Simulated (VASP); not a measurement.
**GaAs (110) against 6 partners**

How do the bands of ZnSe, GaP, InAs, InP, GaSb and Si, strained to GaAs, line up with those of GaAs?

Method: LDA; plane waves and PAW (Ga_d, As), in the first sound run; inputs show where later runs differ, in VASP 6.6.1.

Most raw output is cut from this account.

### Step 1. Set-up

It takes space group F-43m (No. 216, cubic). The conventional cell has a = 5.653 Å, b = 5.653 Å, c = 5.653 Å, α = 90.00°, β = 90.00°, γ = 90.00°. Nearest to Ga lie 4 As at 2.45 Å. Nearest to As lie 4 Ga at 2.45 Å. Farther neighbours are not listed.

### Step 2. Relax the substrate crystal, LDA

The substrate sets the in-plane lattice. The uneven mesh leaves it 0.2 % off cubic, and the steps below keep that.

This step took 2 runs in a row; the last is shown.

Level: LDA; plane waves and PAW (Ga_d, As); cell typed or built by script.

Contents of INCAR:

```
SYSTEM = GaAs
PREC = Accurate
ENCUT = 420
EDIFF = 1E-07
NELM = 120
ISMEAR = 0
SIGMA = 0.02
LREAL = .FALSE.
ALGO = Normal
GGA = CA
NBANDS = 24
LORBIT = 11
LWAVE = .FALSE.
LCHARG = .FALSE.
KPAR = 16
IBRION = 2
NSW = 40
ISIF = 3
EDIFFG = -0.005
POTIM = 0.4
```

Contents of POSCAR:

```
GaAs
1.0
    3.9677337384      0.0000000000      0.0000000000
    0.0000000000      5.5997919108      0.0000000000
    0.0000000000      0.0000000000      3.9677337384
Ga As
2 2
Direct
    0.0000000000      0.0000000000      0.0000000000
    0.5000000000      0.5000000000      0.5000000000
    0.5000000000      0.2500000000      0.0000000000
    0.0000000000      0.7500000000      0.5000000000
```

Contents of KPOINTS:

```
Automatic mesh
0
Gamma
7 5 7
0 0 0
```

Potentials, in the order of the species: Ga_d and As (LDA family, release 64).

On the command line:

```sh
mpirun -np 16 vasp_std
```

The job ended after 4.4 s (16 MPI ranks of Intel Xeon 6975P-C (Granite Rapids), shared host; peak memory 2.9 GiB).

This run gave:

* energy(sigma→0) of the program: -19.2751 eV
* stress, compression positive: xx, yy, zz -0.02, -0.02, -0.02 GPa
* volume: 88.157 Å³
* ionic steps: 1

### Step 3. Bulk band edges, LDA

A bulk run places the substrate's levels against the mean potential at its cores.

Level: LDA; plane waves and PAW (Ga_d, As); cell typed or built by script.

Contents of INCAR:

```
SYSTEM = GaAs
PREC = Accurate
ENCUT = 420
EDIFF = 1E-06
NELM = 100
ISMEAR = 0
SIGMA = 0.02
LREAL = .FALSE.
ALGO = Normal
GGA = CA
NBANDS = 23
LWAVE = .FALSE.
LCHARG = .FALSE.
KPAR = 16
```

POSCAR is that of step 2.

KPOINTS is that of step 2.

Contents of KPOINTS_OPT:

```
Line mode
6
Line-mode
Reciprocal
  0.00000000   0.65000000   0.00000000
  0.00000000   1.00000000   0.00000000

  0.32500000   0.00000000   0.32500000
  0.50000000   0.00000000   0.50000000

  0.00000000   0.50000000   0.50000000
  0.50000000   0.50000000   0.00000000
```

On the command line:

```sh
mpirun -np 16 vasp_std
```

The job ended after 4 s (16 MPI ranks; peak memory 3.2 GiB; 56 s of CPU time).

Read from the output:

| Item | Value |
| --- | --- |
| energy(sigma→0) of the program | -19.2751 eV |
| stress, compression positive | xx, yy, zz -0.03, -0.02, -0.03 GPa |

The run ends at a pressure of -0.02 GPa.

### Step 4. Bulk band edges, HSE06

At this level only the shift of the substrate's edges against the mean potential of the cell is used.

Level: HSE06; plane waves and PAW (Ga_d, As); cell typed or built by script.

INCAR, as its differences from that of step 3:

```diff
@@ -9,6 +9,11 @@
 ALGO = Normal
-GGA = CA
+LHFCALC = .TRUE.
+AEXX = 0.25
+GGA = PE
+HFSCREEN = 0.2
+LASPH = .TRUE.
 NBANDS = 23
+PRECFOCK = Fast
 LWAVE = .FALSE.
 LCHARG = .FALSE.
-KPAR = 16
+KPAR = 4
```

POSCAR is that of step 3.

Contents of KPOINTS:

```
Automatic mesh
0
Gamma
4 3 4
0 0 0
```

KPOINTS_OPT is that of step 3.

On the command line:

```sh
mpirun -np 16 vasp_std
```

The job ended after 83 s (16 MPI ranks; peak memory 4.3 GiB).

Numbers from this step:

- energy(sigma→0) of the program: -19.6756 eV

### Step 5. Bulk band edges, HSE06 with spin-orbit coupling

Level: HSE06, spin-orbit coupling; plane waves and PAW (Ga_d, As); cell typed or built by script.

INCAR, as its differences from that of step 4:

```diff
@@ -14,3 +14,7 @@
 LASPH = .TRUE.
-NBANDS = 23
+LNONCOLLINEAR = .TRUE.
+MAGMOM = 0 0 0 0 0 0 0 0 0 0 0 0
+NBANDS = 46
+GGA_COMPAT = .FALSE.
+LSORBIT = .TRUE.
 PRECFOCK = Fast
```

POSCAR is that of step 4.

KPOINTS is that of step 4.

KPOINTS_OPT is that of step 4.

On the command line:

```sh
mpirun -np 16 vasp_ncl
```

Run time: 9.8 min. Hardware: 16 MPI ranks; peak memory 6.6 GiB.

Read from the output:

| Quantity | Value |
| --- | --- |
| energy(sigma→0) of the program | -19.7097 eV |

### Step 6. Relax the partner on the substrate's cell, LDA

One member in full, GaSb: held to the substrate's in-plane cell, its height is moved until the normal stress is near zero, five times at most.

This step took 3 runs, each at a new trial strain with the atoms of the one before; the last is shown.

Level: LDA; plane waves and PAW (Ga_d, Sb); cell typed or built by script.

System, named by how it was started: GaSb. Symmetry: Imm2, No. 44, orthorhombic system. Conventional cell: a = 3.968 Å, b = 4.598 Å, c = 5.600 Å, α = 90.00°, β = 90.00°, γ = 90.00°. Nearest to Ga lie 4 Sb at 2.55 to 2.60 Å. Nearest to Sb lie 4 Ga at 2.55 to 2.60 Å. Farther neighbours are not listed.

Contents of INCAR:

```
SYSTEM = GaSb
PREC = Accurate
ENCUT = 420
EDIFF = 1E-07
NELM = 120
ISMEAR = 0
SIGMA = 0.02
LREAL = .FALSE.
ALGO = Normal
GGA = CA
NBANDS = 24
LORBIT = 11
LWAVE = .FALSE.
LCHARG = .FALSE.
KPAR = 8
IBRION = 1
NSW = 25
ISIF = 2
EDIFFG = -0.004
POTIM = 0.3
```

Contents of POSCAR:

```
GaSb
1.0
    3.9677337380      0.0000000000      0.0000000000
    0.0000000000      5.5997919110      0.0000000000
    0.0000000000      0.0000000000      4.5975852800
Ga Sb
2 2
Direct
    0.0000000000      0.9826586676      0.0000000000
    0.5000000000      0.4826586676      0.5000000000
    0.5000000000      0.2673413324      0.0000000000
    0.0000000000      0.7673413324      0.5000000000
```

Contents of KPOINTS:

```
Automatic mesh
0
Gamma
7 5 6
0 0 0
```

Potentials, in the order of the species: Ga_d and Sb (LDA family, release 64).

On the command line:

```sh
mpirun -np 8 vasp_std
```

Wall time 10 s (8 MPI ranks); peak memory 1.8 GiB.

Numbers from this step:

| Property | Result |
| --- | --- |
| energy(sigma→0) of the program | -16.9133 eV |
| stress, compression positive | xx, yy, zz 8.38, 5.77, 0.01 GPa |
| ionic steps | 2 |

### Step 7. Bulk band edges, LDA

A bulk run places the partner's levels against the mean potential at its cores.

Level: LDA; plane waves and PAW (Ga_d, Sb); cell typed or built by script.

Contents of INCAR:

```
SYSTEM = GaSb
PREC = Accurate
ENCUT = 420
EDIFF = 1E-06
NELM = 100
ISMEAR = 0
SIGMA = 0.02
LREAL = .FALSE.
ALGO = Normal
GGA = CA
NBANDS = 23
LWAVE = .FALSE.
LCHARG = .FALSE.
KPAR = 8
```

Contents of POSCAR:

```
GaSb
1.0
    3.9677337380      0.0000000000      0.0000000000
    0.0000000000      5.5997919110      0.0000000000
    0.0000000000      0.0000000000      4.5975852800
Ga Sb
2 2
Direct
    0.0000000000      0.9826943945      0.0000000000
    0.5000000000      0.4826943945      0.5000000000
    0.5000000000      0.2673056055      0.0000000000
    0.0000000000      0.7673056055      0.5000000000
```

KPOINTS is that of step 6.

KPOINTS_OPT is that of step 5.

On the command line:

```sh
mpirun -np 8 vasp_std
```

Wall time 9.6 s (8 MPI ranks); peak memory 2 GiB; 71 s of CPU time.

This run gave:

| Quantity | Value |
| --- | --- |
| energy(sigma→0) of the program | -16.9133 eV |
| stress, compression positive | xx, yy, zz 8.34, 5.73, -0.03 GPa |

The run ends at a pressure of 4.68 GPa, with forces up to 0.0029 eV/Å.

### Step 8. Bulk band edges, HSE06

At this level only the shift of the partner's edges against the mean potential of the cell is used.

Level: HSE06; plane waves and PAW (Ga_d, Sb); cell typed or built by script.

INCAR, as its differences from that of step 7:

```diff
@@ -9,6 +9,11 @@
 ALGO = Normal
-GGA = CA
+LHFCALC = .TRUE.
+AEXX = 0.25
+GGA = PE
+HFSCREEN = 0.2
+LASPH = .TRUE.
 NBANDS = 23
+PRECFOCK = Fast
 LWAVE = .FALSE.
 LCHARG = .FALSE.
-KPAR = 8
+KPAR = 4
```

POSCAR is that of step 7.

Contents of KPOINTS:

```
Automatic mesh
0
Gamma
4 3 3
0 0 0
```

KPOINTS_OPT is that of step 7.

On the command line:

```sh
mpirun -np 8 vasp_std
```

Elapsed: 2.8 min, on 8 MPI ranks; peak memory 2.3 GiB.

Numbers from this step:

| Item | Value |
| --- | --- |
| energy(sigma→0) of the program | -17.2668 eV |

### Step 9. Bulk band edges, HSE06 with spin-orbit coupling

Level: HSE06, spin-orbit coupling; plane waves and PAW (Ga_d, Sb); cell typed or built by script.

INCAR, as its differences from that of step 8:

```diff
@@ -14,3 +14,7 @@
 LASPH = .TRUE.
-NBANDS = 23
+LNONCOLLINEAR = .TRUE.
+MAGMOM = 0 0 0 0 0 0 0 0 0 0 0 0
+NBANDS = 46
+GGA_COMPAT = .FALSE.
+LSORBIT = .TRUE.
 PRECFOCK = Fast
```

POSCAR is that of step 8.

KPOINTS is that of step 8.

KPOINTS_OPT is that of step 8.

On the command line:

```sh
mpirun -np 8 vasp_ncl
```

It took 14 min on 8 MPI ranks; peak memory 4.1 GiB; 1.9 h of CPU time.

Read from the output:

* energy(sigma→0) of the program: -17.3990 eV

### Step 10. Relax the interface, LDA

Superlattice of 12 atoms of GaAs and 12 of GaSb on the GaAs lattice. Atoms relax, and the height is moved while the normal stress exceeds 0.4 GPa, three times at most; a third move is not followed by a relaxation.

Level: LDA; plane waves and PAW (Ga_d, As, Sb).

System, named by how it was started: GaAs/GaSb (110). The cell holds 24 atoms: 12 Ga, 6 As and 6 Sb. Its edges and angles: a = 3.968 Å, b = 5.600 Å, c = 25.567 Å, α = 90.0°, β = 90.0°, γ = 90.0°. It derives from GaAs. Superlattice of 12 atoms of GaAs and 12 of GaSb on the GaAs lattice. The structure's axis is c.

Contents of INCAR:

```
SYSTEM = Ga2SbAs
PREC = Normal
ENCUT = 420
EDIFF = 1E-05
NELM = 120
ISMEAR = 0
SIGMA = 0.05
LREAL = Auto
ALGO = Fast
GGA = CA
NBANDS = 133
LORBIT = 11
LWAVE = .FALSE.
LCHARG = .FALSE.
KPAR = 2
NCORE = 4
IBRION = 2
NSW = 60
ISIF = 2
EDIFFG = -0.03
POTIM = 0.4
MAXMIX = 40
ISYM = 2
```

Contents of POSCAR:

```
Ga2SbAs
1.0
    3.9677337380      0.0000000000      0.0000000000
    0.0000000000      5.5997919110      0.0000000000
    0.0000000000      0.0000000000     25.5671963320
Ga As Sb
12 6 6
Direct
    0.0000000000      0.0000000000      0.0000000000
    0.5000000000      0.5000000000      0.0775942280
    0.0000000000      0.0000000000      0.1551884570
    0.5000000000      0.5000000000      0.2327826850
    0.0000000000      0.0000000000      0.3103769130
    0.5000000000      0.5000000000      0.3879711420
    0.0000000000      0.9826943940      0.4692060710
    0.5000000000      0.4826943940      0.5591178710
    0.0000000000      0.9826943940      0.6490296710
    0.5000000000      0.4826943940      0.7389414710
    0.0000000000      0.9826943940      0.8288532710
    0.5000000000      0.4826943940      0.9187650700
    0.5000000000      0.2500000000      0.0000000000
    0.0000000000      0.7500000000      0.0775942280
    0.5000000000      0.2500000000      0.1551884570
    0.0000000000      0.7500000000      0.2327826850
    0.5000000000      0.2500000000      0.3103769130
    0.0000000000      0.7500000000      0.3879711420
    0.5000000000      0.2673056060      0.4692060710
    0.0000000000      0.7673056060      0.5591178710
    0.5000000000      0.2673056060      0.6490296710
    0.0000000000      0.7673056060      0.7389414710
    0.5000000000      0.2673056060      0.8288532710
    0.0000000000      0.7673056060      0.9187650700
```

Contents of KPOINTS:

```
Automatic mesh
0
Gamma
6 4 1
0 0 0
```

PAW data sets: Ga_d, As and Sb (LDA family, release 64).

On the command line:

```sh
mpirun -np 8 vasp_std
```

Elapsed: 3.6 min, on 8 MPI ranks; peak memory 1.9 GiB; 28 min of CPU time.

Read from the output:

| Item | Value |
| --- | --- |
| energy(sigma→0) of the program | -108.4954 eV |
| stress, compression positive | xx, yy, zz 5.52, 3.63, 0.00 GPa |
| ionic steps | 25 |

### Step 11. Potential of the interface, LDA

The core potentials in the middle of each layer tie the two bulk scales together.

Level: LDA; plane waves and PAW (Ga_d, As, Sb).

Contents of INCAR:

```
SYSTEM = Ga2SbAs
PREC = Accurate
ENCUT = 420
EDIFF = 1E-06
NELM = 120
ISMEAR = 0
SIGMA = 0.05
LREAL = .FALSE.
ALGO = Normal
GGA = CA
NBANDS = 161
LORBIT = 11
LWAVE = .FALSE.
LCHARG = .TRUE.
KPAR = 2
NCORE = 4
LVHAR = .TRUE.
NEDOS = 1500
```

Contents of POSCAR:

```
Ga2SbAs
1.0
    3.9677337380      0.0000000000      0.0000000000
    0.0000000000      5.5997919110      0.0000000000
    0.0000000000      0.0000000000     25.5671963320
Ga As Sb
12 6 6
Direct
    0.0000000000      0.0075241431      0.0017373441
    0.5000000000      0.5044885091      0.0773275713
    0.0000000000      0.0018678733      0.1558527872
    0.5000000000      0.5018678733      0.2321183548
    0.0000000000      0.0044885091      0.3106435697
    0.5000000000      0.5075241431      0.3862337979
    0.0000000000      0.9762243678      0.4689433050
    0.5000000000      0.4809454481      0.5607038084
    0.0000000000      0.9840819576      0.6486911616
    0.5000000000      0.4840819576      0.7392799804
    0.0000000000      0.9809454481      0.8272673336
    0.5000000000      0.4762243678      0.9190278360
    0.5000000000      0.2531614189      0.0000553608
    0.0000000000      0.7526808332      0.0781900971
    0.5000000000      0.2516478770      0.1546446520
    0.0000000000      0.7516478770      0.2333264900
    0.5000000000      0.2526808332      0.3097810439
    0.0000000000      0.7531614189      0.3879157812
    0.5000000000      0.2594966666      0.4718183124
    0.0000000000      0.7632922321      0.5593825050
    0.5000000000      0.2645886731      0.6499532883
    0.0000000000      0.7645886731      0.7380178537
    0.5000000000      0.2632922321      0.8285886370
    0.0000000000      0.7594966666      0.9161528286
```

KPOINTS is that of step 10.

On the command line:

```sh
mpirun -np 8 vasp_std
```

It took 85 s on 8 MPI ranks; peak memory 2.3 GiB; 11 min of CPU time.

This run gave:

| Property | Result |
| --- | --- |
| energy(sigma→0) of the program | -108.4892 eV |
| stress, compression positive | xx, yy, zz 5.48, 3.61, 0.02 GPa |

The run ends at a pressure of 3.04 GPa, with forces up to 0.029 eV/Å.

### Step 12. All members

LASPH is off in runs at LDA and on in runs at HSE06.

Hybrid runs start from orbitals of a short LDA run, not shown.

Runs beyond LDA use the data sets made with LDA; this shifts their levels slightly, and their total energies have another zero.

The other members went through these steps as far as the tables show, with one cutoff; 60 runs are not shown. The session took 23 core hours (wall time by ranks) on a shared machine.

The session's own summary tied the other levels to the core potentials, which hold part of the functional; that shift, read from the bulk runs, is taken out again in the columns beyond the base level.

Line-up of core potentials from the interface at LDA; other levels change the bulk edges alone, each counted from the mean potential of its bulk cell. Gaps of the substrate: LDA 0.51 eV, HSE06 1.62 eV, HSE06 with spin-orbit coupling 1.51 eV.

| partner | atoms | mean in-plane stress of the strained partner, tension positive (GPa) | gap of the whole cell (eV) | largest spread of the line-up between elements of one side (eV) |
| --- | --- | --- | --- | --- |
| ZnSe | 24 | 0.8 | 0.56 | 0.01 |
| GaP | 24 | 7.1 | 0.79 | 0.01 |
| InAs | 24 | -7.5 | 0.22 | 0.01 |
| InP | 24 | -5.3 | 0.54 | 0.01 |
| GaSb | 24 | -7.1 | 0.00 | 0.04 |
| Si | 24 | 7.3 | 0.26 | 0.01 |

At LDA:

```csv
partner,"valence-band top of the partner above the substrate's, LDA (eV)","conduction-band bottom of the partner above the substrate's, LDA (eV)","gap of the strained partner, LDA (eV)"
ZnSe,-0.72,-0.02,1.20
GaP,-0.13,0.25,0.89
InAs,,,0.00
InP,0.03,0.07,0.55
GaSb,,,0.00
Si,,,0.13
```

A blank entry does not apply, was not run or did not finish.

At HSE06:

```csv
partner,"valence-band top of the partner above the substrate's, HSE06 (eV)","conduction-band bottom of the partner above the substrate's, HSE06 (eV)","gap of the strained partner, HSE06 (eV)"
ZnSe,-0.96,0.01,2.59
GaP,-0.21,0.03,1.86
InAs,0.56,-0.81,0.25
InP,-0.03,-0.08,1.57
GaSb,,,0.09
Si,0.12,-0.65,0.85
```

At HSE06 with spin-orbit coupling:

```
partner  valence-band top of the partner above the substrate's, HSE06 with spin-orbit coupling (eV)  conduction-band bottom of the partner above the substrate's, HSE06 with spin-orbit coupling (eV)  gap of the strained partner, HSE06 with spin-orbit coupling (eV)
   ZnSe                                                                                       -0.94                                                                                              0.01                                                              2.46
    GaP                                                                                       -0.32                                                                                              0.03                                                              1.85
   InAs                                                                                        0.46                                                                                             -0.79                                                              0.26
    InP                                                                                       -0.13                                                                                             -0.08                                                              1.56
   GaSb                                                                                                                                                                                                                                                            0.09
     Si                                                                                        0.01                                                                                             -0.65                                                              0.85
```

### Step 13. Results

| Item | Value |
| --- | --- |
| ZnSe, HSE06 with spin-orbit coupling | valence -0.94 eV, conduction +0.01 eV |
| GaP, HSE06 with spin-orbit coupling | valence -0.32 eV, conduction +0.03 eV |
| InAs, HSE06 with spin-orbit coupling | valence +0.46 eV, conduction -0.79 eV |
| InP, HSE06 with spin-orbit coupling | valence -0.13 eV, conduction -0.08 eV |
| Si, HSE06 with spin-orbit coupling | valence +0.01 eV, conduction -0.65 eV |

In words: For InAs and Si one side or both have under 0.15 eV of gap at LDA, the level of the run that fixes the line-up, which makes these offsets less sure. No offsets are given where the strained partner has under 0.15 eV of gap: InAs at LDA, GaSb at LDA, Si at LDA, GaSb at HSE06 and GaSb at HSE06 with spin-orbit coupling. ZnSe at HSE06 with spin-orbit coupling: one pair of edges is level within 0.05 eV. GaP at HSE06 with spin-orbit coupling: one pair of edges is level within 0.05 eV. InAs at HSE06 with spin-orbit coupling: its gap lies inside the substrate's (type I). InP at HSE06 with spin-orbit coupling: the edges are staggered (type II). Si at HSE06 with spin-orbit coupling: one pair of edges is level within 0.05 eV. GaSb is left out of the results: it has no offsets at this level. Going from LDA to HSE06 with spin-orbit coupling moves the valence offsets of ZnSe, GaP and InP by -0.22 to -0.16 eV. Offsets and overlaps of about 0.3 eV or less are within the errors that the gaps of this level can carry, so their sign, and the type with it, is not secure. GaP, InAs, InP, GaSb and Si are under more than 3 GPa of in-plane stress along one axis or both, more than a thick film would hold. Levels beyond the first ran on coarser meshes, which moves edges by some hundredths of an eV. The uneven mesh leaves the relaxed substrate 0.2 % off cubic. The bounds that sort cases in this text are picked. The interfaces are ideal and a few layers thick: no intermixing, defects or band bending. All crystals are in the zinc-blende or diamond form.

[Lines on the potential files, build, host, timing and source positions are cut from VASP's logs without a mark.]

[Logs are printed without paths, hosts, clocks, repeated set-up lines and the standing remarks that a program may print on its own settings, such as how far it seeks lower states.]

[Hosts, paths, dates, database ids (printed as entryN), source tags and the programs' standing remarks are cut or masked in the printed files.]

[In band tables of VASP the shares of atoms and orbitals are scaled to a sum of 1 inside the atoms' spheres.]
